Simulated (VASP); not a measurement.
# Al (Fm-3m) in VASP: further runs

The runs below take Al through single point, relaxation of cell and atoms, with LDA, SCAN, SCAN+D3.

Everything below comes from runs of VASP 6.6.1. Logs are shortened: lines on timing, memory, paths and dates and some standing lists are left out, and cuts for length are marked.

### Step 1. The crystal as given

It takes space group Fm-3m (No. 225, cubic). Conventional cell: a = 4.050 Å, b = 4.050 Å, c = 4.050 Å, α = 90.00°, β = 90.00°, γ = 90.00°. Around Al (site symmetry m-3m) lie 12 Al at 2.86 Å.

### Step 2. Single point, LDA (grid = ENCUT=350 dk=0.27 cell=2x2x2 ISMEAR=1 SIGMA=0.1 LREAL=Auto EDIFF=1e-06)

INCAR reads:

```
SYSTEM = Al7Cu
  PREC = Accurate
  ENCUT = 350
  EDIFF = 1E-6
  ISMEAR = 1
  SIGMA = 0.1
  LREAL = Auto
  LASPH = .TRUE.
  NELM = 120
  ALGO = Fast
  ISIF = 2
  LWAVE = .FALSE.
  LCHARG = .FALSE.
  GGA = CA
  NBANDS = 24
```

KPOINTS reads:

```
Automatic mesh
0
G
  5 5 5
  0 0 0
```

POSCAR reads:

```
Al7Cu
1.0
    0.0000000000      4.0496100000      4.0496100000
    4.0496100000      0.0000000000      4.0496100000
    4.0496100000      4.0496100000      0.0000000000
Cu Al
1 7
Direct
    0.0000000000      0.0000000000      0.0000000000
    0.0000000000      0.0000000000      0.5000000000
    0.0000000000      0.5000000000      0.0000000000
    0.0000000000      0.5000000000      0.5000000000
    0.5000000000      0.0000000000      0.0000000000
    0.5000000000      0.0000000000      0.5000000000
    0.5000000000      0.5000000000      0.0000000000
    0.5000000000      0.5000000000      0.5000000000
```

Potentials or basis: VASP PAW LDA potentials, release 64 (Cu, Al).

Started as:

```
$ cat potpaw_LDA.64/Cu/POTCAR potpaw_LDA.64/Al/POTCAR > POTCAR
$ mpirun -np 1 vasp_std > vasp.out
```

OUTCAR:

```text
SYSTEM = Al7Cu
   PREC = Accurate
   ENCUT = 350
   EDIFF = 1E-6
   ISMEAR = 1
   LREAL = Auto
   LASPH = .TRUE.
   NELM = 120
   ISIF = 2
   GGA = CA

 Found     10 irreducible k-points:

 Following reciprocal coordinates:
            Coordinates               Weight
  0.000000  0.000000  0.000000      1.000000
  0.200000  0.000000  0.000000      8.000000
  0.400000  0.000000  0.000000      8.000000
  0.200000  0.200000  0.000000      6.000000
  0.400000  0.200000  0.000000     24.000000
 -0.400000  0.200000  0.000000     24.000000
   k-points           NKPTS =     10   k-points in BZ     NKDIM =     10   number of bands    NBANDS=     24
   number of dos      NEDOS =    301   number of ions     NIONS =      8
   total plane-waves  NPLWV =  46656
   dimension x,y,z NGX =    36 NGY =   36 NGZ =   36
   dimension x,y,z NGXF=    72 NGYF=   72 NGZF=   72
   ions per type =               1   7
   NGX,Y,Z   is equivalent  to a cutoff of  10.45, 10.45, 10.45 a.u.
   NGXF,Y,Z  is equivalent  to a cutoff of  20.90, 20.90, 20.90 a.u.
 SYSTEM =  Al7Cu
   PREC   = accura    normal or accurate (medium, high low for compatibility)
   ISTART =      0    job   : 0-new  1-cont  2-samecut
   ICHARG =      2    charge: 1-file 2-atom 10-const
   ISPIN  =      1    spin polarized calculation?
   LNONCOLLINEAR =      F non collinear calculations
   LSORBIT =      F    spin-orbit coupling
   LASPH  =      T    aspherical Exc in radial PAW
   ENCUT  =  350.0 eV  25.72 Ry    5.07 a.u.   8.74  8.74  8.74*2*pi/ulx,y,z
   NELM   =    120;   NELMIN=  2; NELMDL= -5     # of ELM steps
   EDIFF  = 0.1E-05   stopping-criterion for ELM
   LREAL  =      T    real-space projection
   EDIFFG = 0.1E-04   stopping-criterion for IOM
   NSW    =      0    number of steps for IOM
[... 5 lines left out ...]
   TEBEG  =    0.0;   TEEND  =   0.0 temperature during run
   PSTRESS=    0.0 pullay stress
   NELECT =      32.0000    total number of electrons
   NUPDOWN=      -1.0000    fix difference up-down
   EMIN   =  10.00;   EMAX   =-10.00  energy-range for DOS
   EFERMI =   0.00;   METHOD = LEGACY
   ISMEAR =     1;   SIGMA  =   0.10  broadening in eV -4-tet -1-fermi 0-gaus
   EFERMI_NEDOS =   21; number of points for ismear=-14 and -15
   IALGO  =     68    algorithm
   IMIX   =      4    mixing-type and parameters
     AMIX     =   0.40;   BMIX     =  1.00
     AMIX_MAG =   1.60;   BMIX_MAG =  1.00
  volume/ion in A,a.u.               =      16.60       112.04
  Fermi-wavevector in a.u.,A,eV,Ry     =   1.018673  1.925014 14.118704  1.037695
  Thomas-Fermi vector in A             =   2.152144
   LORBIT       =      0    0 simple, 1 ext, 2 COOP (PROOUT), +10 PAW based schemes
   GGA     = CA    functional components
   LHFCALC =     F    Hartree Fock is set to
   AEXX    =    0.0000 exact exchange contribution
   IVDW    =     0    specifies the selected vdW correction
   LEPSILON=     F    determine dielectric tensor
   LRPA    =     F    only Hartree local field effects (RPA)
 non-spin polarized calculation
 RMM-DIIS sequential band-by-band and
 Methfessel and Paxton  Order N= 1 SIGMA  =   0.10
  energy-cutoff  :      350.00
  volume of cell :      132.82
 maximum number of plane-waves:      1989
   NGX = 17   NGY = 17   NGZ = 17

 number of electron      31.9999975 magnetization

 Free energy of the ion-electron system (eV)
  ---------------------------------------------------
  ext. energy  EPLUGINS =         0.00000000
  ---------------------------------------------------
  free energy    TOTEN  =       -33.99986073 eV

  energy without entropy =      -34.00602449  energy(sigma->0) =      -34.00191531

 E-fermi :   7.1419     XC(G=0): -10.4379

 val. band max:        7.1045646463   @ k =  -0.2000   0.2000   0.0000
 cond. band min:       7.4164856409   @ k =   0.4000   0.4000   0.0000
 fundamental gap:      0.3119209946
 Fermi energy:         7.1418740190

 k-point     1 :       0.0000    0.0000    0.0000
  band No.  band energies     occupation
      1      -3.3979      2.00000
      2       2.6182      2.00000
      3       2.6182      2.00000
      4       2.6182      2.00000
      5       2.8385      2.00000
      6       3.2291      2.00000
      7       3.2291      2.00000
      8       3.2291      2.00000
      9       3.7745      2.00000
     10       3.7745      2.00000
     11       3.8300      2.00000
     12       4.8204      2.00000
     13       4.8204      2.00000
     14       4.8204      2.00000
     15       4.9616      2.00000
     16       4.9616      2.00000
     17       4.9616      2.00000
     18       6.6204      2.00000
     19       6.7227      2.00000
     20       6.7227      2.00000
     21      13.0297      0.00000
     22      13.0318      0.00000
     23      13.0409      0.00000
     24      13.5013      0.00000

 k-point     2 :       0.2000    0.0000    0.0000
  band No.  band energies     occupation
      1      -3.1293      2.00000
      2       0.7973      2.00000
      3       2.3578      2.00000
      4       2.3578      2.00000
      5       2.5549      2.00000
      6       3.3475      2.00000
      7       3.3475      2.00000
      8       3.8237      2.00000
      9       3.8237      2.00000
     10       3.8355      2.00000
     11       4.0610      2.00000
     12       4.4997      2.00000
     13       4.4997      2.00000
     14       4.8650      2.00000
     15       5.1746      2.00000
     16       5.1746      2.00000
     17       6.2989      2.00000
     18       7.8918     -0.00000
     19       7.8918     -0.00000
     20       8.0272     -0.00000
     21      10.7340      0.00000
     22      10.7340      0.00000
     23      10.8233      0.00000
     24      13.2581      0.00000

 k-point     3 :       0.4000    0.0000    0.0000
  band No.  band energies     occupation
      1      -2.3353      2.00000
      2      -0.9802      2.00000
      3       2.2115      2.00000
      4       2.2115      2.00000
      5       2.3880      2.00000
      6       2.9722      2.00000
      7       2.9722      2.00000
      8       3.0356      2.00000
      9       3.8452      2.00000
     10       3.8452      2.00000
     11       4.4704      2.00000
     12       4.4798      2.00000
     13       4.4798      2.00000
     14       6.1480      2.00000
     15       6.3176      2.00000
     16       6.3176      2.00000
     17       8.2480     -0.00000
     18       8.3490     -0.00000
     19       8.3490     -0.00000
     20       9.2932      0.00000
     21      10.1335      0.00000
     22      10.1335      0.00000
     23      10.6472      0.00000
     24      12.6265      0.00000

 k-point     4 :       0.2000    0.2000    0.0000
  band No.  band energies     occupation
      1      -3.0398      2.00000
      2       1.4378      2.00000
      3       1.7352      2.00000
      4       1.7352      2.00000
      5       1.7780      2.00000
      6       2.6491      2.00000
      7       3.8380      2.00000
      8       3.8380      2.00000
      9       3.8394      2.00000
     10       4.0618      2.00000
     11       4.1267      2.00000
     12       5.0055      2.00000
     13       5.0055      2.00000
     14       5.4384      2.00000
     15       5.6604      2.00000
     16       6.0394      2.00000
     17       6.0394      2.00000
     18       6.9797      2.04411
     19       6.9937      2.05688
     20       9.5742      0.00000
     21      10.3846      0.00000
     22      10.3846      0.00000
     23      11.4250      0.00000
     24      11.7512      0.00000

 k-point     5 :       0.4000    0.2000    0.0000
  band No.  band energies     occupation
      1      -2.4192      2.00000
      2      -0.2218      2.00000
      3       0.9830      2.00000
      4       1.5069      2.00000
      5       1.6910      2.00000
      6       3.1480      2.00000
      7       3.7396      2.00000
      8       3.8423      2.00000
      9       3.8716      2.00000
     10       3.9616      2.00000
     11       4.3675      2.00000
     12       4.8183      2.00000
     13       4.9721      2.00000
     14       5.5703      2.00000
     15       6.9356      2.01300
     16       7.0380      2.05732
     17       8.0371     -0.00000
     18       8.2270     -0.00000
     19       8.2477     -0.00000
     20       8.5331     -0.00000
     21       9.0910     -0.00000
     22      11.3684      0.00000
     23      11.5794      0.00000
     24      11.6633      0.00000

 k-point     6 :      -0.4000    0.2000    0.0000
  band No.  band energies     occupation
      1      -1.7472      2.00000
      2      -1.2192      2.00000
      3       0.4759      2.00000
      4       1.7371      2.00000
      5       1.8806      2.00000
      6       3.4404      2.00000
      7       3.6184      2.00000
      8       3.8091      2.00000
      9       3.8947      2.00000
     10       3.9408      2.00000
     11       4.5911      2.00000
     12       4.7744      2.00000
     13       5.5540      2.00000
     14       5.6111      2.00000
     15       6.0601      2.00000
     16       6.1078      2.00000
     17       8.7585     -0.00000
     18       8.8825     -0.00000
     19       9.1069     -0.00000
     20       9.2819      0.00000
     21      10.8992      0.00000
     22      10.9818      0.00000
     23      11.0659      0.00000
     24      11.9496      0.00000

 [... further k-points ...]

------------------------ aborting loop because EDIFF is reached ----------------------------------------

  FORCE on cell =-STRESS in cart. coord.  units (eV):
  Direction    XX          YY          ZZ          XY          YZ          ZX
  --------------------------------------------------------------------------------------
  -------------------------------------------------------------------------------------
  Total       -6.2533680     -6.2533680     -6.2533680      0.0000000      0.0000000     -0.0000000
  in kB      -75.4318871    -75.4318871    -75.4318871      0.0000000      0.0000000     -0.0000000
  external PRESSURE =     -75.4318871 kB  Pullay stress =       0.0000000 kB

 VOLUME and BASIS-vectors are now :
 -----------------------------------------------------------------------------
  energy-cutoff  :      350.00
  volume of cell :      132.82
      direct lattice vectors                 reciprocal lattice vectors
     0.000000000  4.049610000  4.049610000    -0.123468680  0.123468680  0.123468680
     4.049610000  0.000000000  4.049610000     0.123468680 -0.123468680  0.123468680
     4.049610000  4.049610000  0.000000000     0.123468680  0.123468680 -0.123468680

 POSITION                                       TOTAL-FORCE (eV/Angst)
 -----------------------------------------------------------------------------------
      0.00000      0.00000      0.00000        -0.000000      0.000000     -0.000000
      2.02481      2.02481      0.00000         0.000000     -0.000000     -0.000000
      2.02481      0.00000      2.02481        -0.000000     -0.000000      0.000000
      4.04961      2.02481      2.02481        -0.000000      0.000000     -0.000000
      0.00000      2.02481      2.02481        -0.000000     -0.000000      0.000000
      2.02481      4.04961      2.02481         0.000000      0.000000      0.000000
      2.02481      2.02481      4.04961        -0.000000     -0.000000      0.000000
      4.04961      4.04961      4.04961         0.000000      0.000000     -0.000000
 -----------------------------------------------------------------------------------
    total drift:                               -0.000000      0.000000      0.000000

  FREE ENERGIE OF THE ION-ELECTRON SYSTEM (eV)
  ---------------------------------------------------
  free  energy   TOTEN  =       -33.9998607263 eV

  energy  without entropy=      -34.0060244923  energy(sigma->0) =      -34.00191531
```

It took 20 s on 1 thread of Intel Xeon 6975P-C (Granite Rapids), shared host; peak memory 0.17 GiB.

These settings aren't checked as converged: the numbers below hold their error.

Results:

- Free energy: -33.9999 eV
- Pressure: -7.5 GPa
- Band gap on the k mesh: none (metal or under the smearing width)

Caveat: the cutoff is under 1.25 times the usual one of these potentials, so pressure, stress and relaxed cells hold a basis-set (Pulay) error.

(Continued in part 2 of 2.)
